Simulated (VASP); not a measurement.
# Ru (P6_3/mmc) in VASP: single point with PBE

Aim: the single point of Ru with PBE.

All numbers are computed with VASP 6.6.1; they aren't measurements. Logs are shortened: lines on timing, memory, paths and dates and some standing lists are left out, and cuts for length are marked.

## Step 1: The crystal as given

Symmetry: P6_3/mmc, No. 194, hexagonal system. The conventional cell has a = 2.718 Å, b = 2.718 Å, c = 4.301 Å, α = 90.00°, β = 90.00°, γ = 120.00°. Around Ru (site symmetry -6m2) lie 12 Ru at 2.66 to 2.72 Å.

## Step 2: Single point, PBE

INCAR

```
SYSTEM = Ru
PREC = Accurate
ENCUT = 520
EDIFF = 1E-6
ISMEAR = 1
SIGMA = 0.1
LREAL = .False.
LASPH = .True.
NELM = 80
ALGO = Fast
ISIF = 2
LWAVE = .False.
LCHARG = .False.
GGA = PE
ICORELEVEL = 1
```

KPOINTS

```
regular mesh
0
Gamma
  14 9 23
  0 0 0
```

POSCAR

```
Ru
1.0
    2.7179493500      0.0000000000      0.0000000000
    0.0000000000      4.3005680000      0.0000000000
    1.3589748200      0.0000000000      2.3538126900
Ru
2
Direct
    0.3333330000      0.7500000000      0.3333330000
    0.6666670000      0.2500000000      0.6666670000
```

Potentials or basis: VASP PAW PBE potentials, release 64 (Ru_pv).

Launch:

```bash
$ cat potpaw_PBE.64/Ru_pv/POTCAR > POTCAR
$ mpirun -np 1 vasp_std > vasp.out
```

OUTCAR:

```text
SYSTEM = Ru
   PREC = Accurate
   ENCUT = 520
   EDIFF = 1E-6
   ISMEAR = 1
   LREAL = .False.
   LASPH = .True.
   NELM = 80
   ISIF = 2
   GGA = PE

 ion  position               nearest neighbor table
   1  0.333  0.750  0.333-   2 2.66   2 2.66   2 2.66   2 2.66   2 2.66   2 2.66
   2  0.667  0.250  0.667-   1 2.66   1 2.66   1 2.66   1 2.66   1 2.66   1 2.66

  LATTYP: Found a hexagonal cell.
 ALAT       =     2.7179488503
 C/A-ratio  =     1.5822843758

  Lattice vectors:

 A1 = (  -1.3589745300,   0.0000000000,   2.3538126900)
 A2 = (   2.7179493500,   0.0000000000,   0.0000000000)
 A3 = (   0.0000000000,   4.3005680000,   0.0000000000)

Analysis of symmetry for initial positions (statically):
=====================================================================
 Subroutine PRICEL returns:
 Original cell was already a primitive cell.

 Routine SETGRP: Setting up the symmetry group for a
 hexagonal supercell.

 Subroutine GETGRP returns: Found 24 space group operations
 (whereof 12 operations were pure point group operations)
 out of a pool of 24 trial point group operations.

The static configuration has the point symmetry D_3d.
 The point group associated with its full space group is D_6h.

Analysis of symmetry for dynamics (positions and initial velocities):
=====================================================================
 Subroutine PRICEL returns:
 Original cell was already a primitive cell.

 Routine SETGRP: Setting up the symmetry group for a
 hexagonal supercell.

 Subroutine GETGRP returns: Found 24 space group operations
 (whereof 12 operations were pure point group operations)
 out of a pool of 24 trial point group operations.

The dynamic configuration has the point symmetry D_3d.
 The point group associated with its full space group is D_6h.

 Subroutine INISYM returns: Found 24 space group operations
 (whereof 12 operations are pure point group operations),
 and found     1 'primitive' translations

----------------------------------------------------------------------------------------

                                     Primitive cell

  volume of cell :      27.5131

  direct lattice vectors                    reciprocal lattice vectors
     2.717949350  0.000000000  0.000000000     0.367924443  0.000000000 -0.212421343
     0.000000000  4.300568000  0.000000000     0.000000000  0.232527424  0.000000000
     1.358974820  0.000000000  2.353812690     0.000000000  0.000000000  0.424842641

  length of vectors
     2.717949350  4.300568000  2.717948995     0.424842586  0.232527424  0.424842641

  position of ions in fractional coordinates (direct lattice)
     0.333333000  0.750000000  0.333333000
     0.666667000  0.250000000  0.666667000

  ion indices of the primitive-cell ions
   primitive index   ion index
                 1           1
                 2           2

----------------------------------------------------------------------------------------

 KPOINTS: regular mesh

Automatic generation of k-mesh.
 Grid dimensions read from file:
 generate k-points for:   14    9   23

 Generating k-lattice:

  Cartesian coordinates                     Fractional coordinates (reciprocal lattice)
     0.026280317  0.000000000 -0.015172953     0.071428571  0.000000000 -0.000000000
     0.000000000  0.025836380  0.000000000     0.000000000  0.111111111  0.000000000
     0.000000000  0.000000000  0.018471419     0.000000000  0.000000000  0.043478261

  Length of vectors
     0.030345899  0.025836380  0.018471419

  Shift w.r.t. Gamma in fractional coordinates (k-lattice)
     0.000000000  0.000000000  0.000000000

 -----------------------------------------------------------------------------
|                                                                             |
|           W    W    AA    RRRRR   N    N  II  N    N   GGGG   !!!           |
|           W    W   A  A   R    R  NN   N  II  NN   N  G    G  !!!           |
|           W    W  A    A  R    R  N N  N  II  N N  N  G       !!!           |
|           W WW W  AAAAAA  RRRRR   N  N N  II  N  N N  G  GGG   !            |
|           WW  WW  A    A  R   R   N   NN  II  N   NN  G    G                |
|           W    W  A    A  R    R  N    N  II  N    N   GGGG   !!!           |
|                                                                             |
|     Your reciprocal lattice and k-lattice belong to different lattice       |
|     classes:                                                                |
|                                                                             |
|        The reciprocal lattice is hexagonal,                                 |
|        whereas your k-lattice is simple monoclinic.                         |
|                                                                             |
|     Results are often still useful ...                                      |
|                                                                             |
 -----------------------------------------------------------------------------

 WARNING: IBZKPT: internal override: KBLOWUP is changed to .FALSE.
      ... skipping the blow-up phase ...

 Subroutine IBZKPT returns following result:
 ===========================================

 Found    810 irreducible k-points:

 Following reciprocal coordinates:
            Coordinates               Weight
  0.000000  0.000000  0.000000      1.000000
  0.071429  0.000000  0.000000      2.000000
  0.142857  0.000000 -0.000000      2.000000
  0.214286  0.000000 -0.000000      2.000000
  0.285714  0.000000  0.000000      2.000000
  0.357143  0.000000 -0.000000      2.000000
[... 16 lines left out ...]
  0.428571  0.222222 -0.000000      4.000000
  0.500000  0.222222 -0.000000      2.000000
 [... further k-points ...]
   k-points           NKPTS =    810   k-points in BZ     NKDIM =    810   number of bands    NBANDS=     18
   number of dos      NEDOS =    301   number of ions     NIONS =      2
   total plane-waves  NPLWV =  12800
   dimension x,y,z NGX =    20 NGY =   32 NGZ =   20
   dimension x,y,z NGXF=    40 NGYF=   64 NGZF=   40
   ions per type =               2
   NGX,Y,Z   is equivalent  to a cutoff of  12.23, 12.37, 12.23 a.u.
   NGXF,Y,Z  is equivalent  to a cutoff of  24.47, 24.74, 24.47 a.u.
 SYSTEM =  Ru
   PREC   = accura    normal or accurate (medium, high low for compatibility)
   ISTART =      0    job   : 0-new  1-cont  2-samecut
   ICHARG =      2    charge: 1-file 2-atom 10-const
   ISPIN  =      1    spin polarized calculation?
   LNONCOLLINEAR =      F non collinear calculations
   LSORBIT =      F    spin-orbit coupling
   LASPH  =      T    aspherical Exc in radial PAW
   ENCUT  =  520.0 eV  38.22 Ry    6.18 a.u.   5.05  8.00  5.05*2*pi/ulx,y,z
   NELM   =     80;   NELMIN=  2; NELMDL= -5     # of ELM steps
   EDIFF  = 0.1E-05   stopping-criterion for ELM
   LREAL  =      F    real-space projection
   EDIFFG = 0.1E-04   stopping-criterion for IOM
   NSW    =      0    number of steps for IOM
   IBRION =     -1    ionic relax: 0-MD 1-quasi-New 2-CG
   NFREE  =      0    steps in history (QN), initial steepest desc. (CG)
   ISIF   =      2    stress and relaxation
   ISYM   =      2    0-nonsym 1-usesym 2-fastsym
   POTIM  = 0.5000    time-step for ionic-motion
   TEBEG  =    0.0;   TEEND  =   0.0 temperature during run
   PSTRESS=    0.0 pullay stress
   NELECT =      28.0000    total number of electrons
   NUPDOWN=      -1.0000    fix difference up-down
   EMIN   =  10.00;   EMAX   =-10.00  energy-range for DOS
   EFERMI =   0.00;   METHOD = LEGACY
   ISMEAR =     1;   SIGMA  =   0.10  broadening in eV -4-tet -1-fermi 0-gaus
   EFERMI_NEDOS =   21; number of points for ismear=-14 and -15
   IALGO  =     68    algorithm
   IMIX   =      4    mixing-type and parameters
     AMIX     =   0.40;   BMIX     =  1.00
     AMIX_MAG =   1.60;   BMIX_MAG =  1.00
  volume/ion in A,a.u.               =      13.76        92.83
  Fermi-wavevector in a.u.,A,eV,Ry     =   1.646700  3.111812 36.893841  2.711621
  Thomas-Fermi vector in A             =   2.736284
   LORBIT       =      0    0 simple, 1 ext, 2 COOP (PROOUT), +10 PAW based schemes
   GGA     = PE    functional components
   LHFCALC =     F    Hartree Fock is set to
   AEXX    =    0.0000 exact exchange contribution
   IVDW    =     0    specifies the selected vdW correction
   LEPSILON=     F    determine dielectric tensor
   LRPA    =     F    only Hartree local field effects (RPA)
 non-spin polarized calculation
 RMM-DIIS sequential band-by-band and
 Methfessel and Paxton  Order N= 1 SIGMA  =   0.10
  energy-cutoff  :      520.00
  volume of cell :       27.51
 maximum number of plane-waves:       758
   NGX = 11   NGY = 15   NGZ = 11

 number of electron      28.0000014 magnetization

 Free energy of the ion-electron system (eV)
  ---------------------------------------------------
  ext. energy  EPLUGINS =         0.00000000
  ---------------------------------------------------
  free energy    TOTEN  =       -18.46823630 eV

  energy without entropy =      -18.46820002  energy(sigma->0) =      -18.46822421

 the core state eigenenergies are
   1-  1s -21917.6827  2s  -3138.0626  2p  -2808.5955  3s   -539.7400  3p   -431.5122
       3d   -257.5068  4s    -60.3729
   2-  1s -21917.6827  2s  -3138.0626  2p  -2808.5955  3s   -539.7400  3p   -431.5122
       3d   -257.5068  4s    -60.3729

 E-fermi :  12.5956     XC(G=0): -14.0391

 val. band max:       12.5931697737   @ k =  -0.2143   0.2222   0.2609
 cond. band min:      12.5959581005   @ k =   0.2143   0.1111   0.4783
 fundamental gap:      0.0027883268
 Fermi energy:        12.5955715557

 k-point     1 :       0.0000    0.0000    0.0000
  band No.  band energies     occupation
      1     -31.0020      2.00000
      2     -30.1103      2.00000
      3     -30.1102      2.00000
      4     -29.9469      2.00000
      5     -29.9469      2.00000
      6     -29.9074      2.00000
[... 10 lines left out ...]
     17      13.7567     -0.00000
     18      13.8828     -0.00000
[... 253 lines left out ...]
 k-point    14 :       0.3571    0.1111   -0.0000
  band No.  band energies     occupation
      1     -30.7604      2.00000
      2     -30.5913      2.00000
      3     -30.5266      2.00000
      4     -30.2845      2.00000
      5     -30.0901      2.00000
      6     -30.0458      2.00000
      7       6.8291      2.00000
      8       7.1491      2.00000
      9       8.1068      2.00000
     10       9.4170      2.00000
     11       9.9667      2.00000
     12      10.5923      2.00000

------------------------ aborting loop because EDIFF is reached ----------------------------------------

  FORCE on cell =-STRESS in cart. coord.  units (eV):
  Direction    XX          YY          ZZ          XY          YZ          ZX
  --------------------------------------------------------------------------------------
  -------------------------------------------------------------------------------------
  Total        0.1140602     -0.1904696      0.1140601      0.0000000      0.0000000      0.0000000
  in kB        6.6421006    -11.0916731      6.6420978      0.0000000      0.0000000      0.0000004
  external PRESSURE =       0.7308418 kB  Pullay stress =       0.0000000 kB

 VOLUME and BASIS-vectors are now :
 -----------------------------------------------------------------------------
  energy-cutoff  :      520.00
  volume of cell :       27.51
      direct lattice vectors                 reciprocal lattice vectors
     2.717949350  0.000000000  0.000000000     0.367924443  0.000000000 -0.212421343
     0.000000000  4.300568000  0.000000000     0.000000000  0.232527424  0.000000000
     1.358974820  0.000000000  2.353812690     0.000000000  0.000000000  0.424842641

 POSITION                                       TOTAL-FORCE (eV/Angst)
 -----------------------------------------------------------------------------------
      1.35897      3.22543      0.78460         0.000000      0.000000     -0.000000
      2.71795      1.07514      1.56921        -0.000000      0.000000      0.000000
 -----------------------------------------------------------------------------------
    total drift:                               -0.000396     -0.000294     -0.000012

  FREE ENERGIE OF THE ION-ELECTRON SYSTEM (eV)
  ---------------------------------------------------
  free  energy   TOTEN  =       -18.4682363035 eV

  energy  without entropy=      -18.4682000247  energy(sigma->0) =      -18.46822421
```

Wall time 2.3 min (1 thread of Intel Xeon 6975P-C (Granite Rapids), shared host); peak memory 0.41 GiB.

What came out:

```
Free energy            : -18.4682 eV
Pressure               : 0.1 GPa
Band gap on the k mesh : none (metal or under the smearing width)
```

Stress tensor (GPa, compression positive):
```
 0.66  0.00  0.00
 0.00 -1.11  0.00
 0.00  0.00  0.66
```

Levels at points of the mesh, in eV from the Fermi level:
```csv
k point,band 10,band 11,band 12,band 13,band 14,band 15,band 16,band 17,band 18
"(0.00, 0.00, 0.00)",-2.54,-2.37,-1.87,-1.87,-1.36,-1.36,1.16,1.16,1.29
"(0.50, 0.00, 0.00)",-2.95,-2.03,-1.76,-1.49,1.39,1.80,1.87,4.00,6.03
```

Core levels (eV, on the scale of the bands):
| atom | levels |
| --- | --- |
| 1 Ru | 1s -21917.7, 2s -3138.1, 2p -2808.6, 3s -539.7, 3p -431.5, 3d -257.5, 4s -60.4 |
| 2 Ru | 1s -21917.7, 2s -3138.1, 2p -2808.6, 3s -539.7, 3p -431.5, 3d -257.5, 4s -60.4 |
